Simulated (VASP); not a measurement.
Output of a VASP run:

File OSZICAR:
```
       N       E                     dE             d eps       ncg     rms          rms(c)
DAV:   1     0.100074572384E+03    0.10007E+03   -0.64016E+03   480   0.110E+03
DAV:   2     0.274984471321E+01   -0.97325E+02   -0.91999E+02   716   0.177E+02
DAV:   3    -0.588001740765E+01   -0.86299E+01   -0.86056E+01   596   0.601E+01
DAV:   4    -0.598812352535E+01   -0.10811E+00   -0.10806E+00   568   0.799E+00
DAV:   5    -0.598920957919E+01   -0.10861E-02   -0.10859E-02   600   0.787E-01    0.199E+00
DAV:   6    -0.569125998868E+01    0.29795E+00   -0.44705E-01   560   0.314E+00    0.125E+00
DAV:   7    -0.564580416659E+01    0.45456E-01   -0.25049E-01   580   0.246E+00    0.694E-01
DAV:   8    -0.565701836201E+01   -0.11214E-01   -0.26592E-02   544   0.120E+00    0.140E-01
DAV:   9    -0.565858481836E+01   -0.15665E-02   -0.49692E-03   556   0.444E-01    0.104E-01
DAV:  10    -0.565890257908E+01   -0.31776E-03   -0.51193E-04   548   0.203E-01    0.145E-02
DAV:  11    -0.565891560475E+01   -0.13026E-04   -0.54550E-05   568   0.445E-02    0.738E-03
DAV:  12    -0.565892165795E+01   -0.60532E-05   -0.22687E-05   552   0.358E-02    0.213E-03
DAV:  13    -0.565892169100E+01   -0.33047E-07   -0.36556E-07   568   0.493E-03
   1 F= -.56589217E+01 E0= -.56589217E+01  d E =-.319140E-14
```

### OUTCAR
```
------------------------ aborting loop because EDIFF is reached ----------------------------------------
  FORCE on cell =-STRESS in cart. coord.  units (eV):
  Direction    XX          YY          ZZ          XY          YZ          ZX
  --------------------------------------------------------------------------------------
  Total       -0.2604545     -0.2604545     -0.2604545      0.0000000      0.0000000      0.0000000
  in kB       -4.2169882     -4.2169882     -4.2169882      0.0000000      0.0000000      0.0000000
  external PRESSURE =      -4.2169882 kB  Pullay stress =       0.0000000 kB
  volume of cell :       98.96
      direct lattice vectors                 reciprocal lattice vectors
     4.625372162  0.000000000  0.000000000     0.216198819  0.000000000  0.000000000
     0.000000000  4.625372162  0.000000000     0.000000000  0.216198819  0.000000000
     0.000000000  0.000000000  4.625372162     0.000000000  0.000000000  0.216198819
 POSITION                                       TOTAL-FORCE (eV/Angst)
 -----------------------------------------------------------------------------------
      0.00000      0.00000      0.00000         0.000000      0.000000      0.000000
      2.31269      2.31269      2.31269         0.000000      0.000000      0.000000
 -----------------------------------------------------------------------------------
    total drift:                                0.000000      0.000000      0.000000
  FREE ENERGIE OF THE ION-ELECTRON SYSTEM (eV)
  ---------------------------------------------------
  free  energy   TOTEN  =        -5.6589216910 eV

  energy  without entropy=       -5.6589216910  energy(sigma->0) =       -5.65892169
```
(Selected blocks of OUTCAR.)

**POSCAR**
```
CsBr
1
    4.6253721622     0.0000000000     0.0000000000
    0.0000000000     4.6253721622     0.0000000000
    0.0000000000     0.0000000000     4.6253721622
Cs Br
1 1
Direct
  0.0000000000   0.0000000000   0.0000000000
  0.5000000000   0.5000000000   0.5000000000
```

Write an INCAR and KPOINTS that could have produced this output.

This is not unique; one that fits is the input of the run itself, revPBE GGA, plane waves, VASP's PBE PAW potentials (set 64).

**KPOINTS**
```
Automatic
0
Gamma
  6 6 6
```

INCAR:
```
ALGO=Normal
EDIFF=1E-7
ENCUT=520
GGA=RE
ISIF=2
ISMEAR=0
LASPH=.True.
LCHARG=.False.
LMAXMIX=4
LREAL=.False.
LWAVE=.False.
NELM=100
PREC=Accurate
SIGMA=0.05
SYSTEM=CsBr
```

POTCAR, in this order: Cs_sv Br (PBE.64 set). Program: vasp_std.

The compound is CsBr in the CsCl type structure. This cell is one point of a volume scan, at 1.06 of the reference volume.
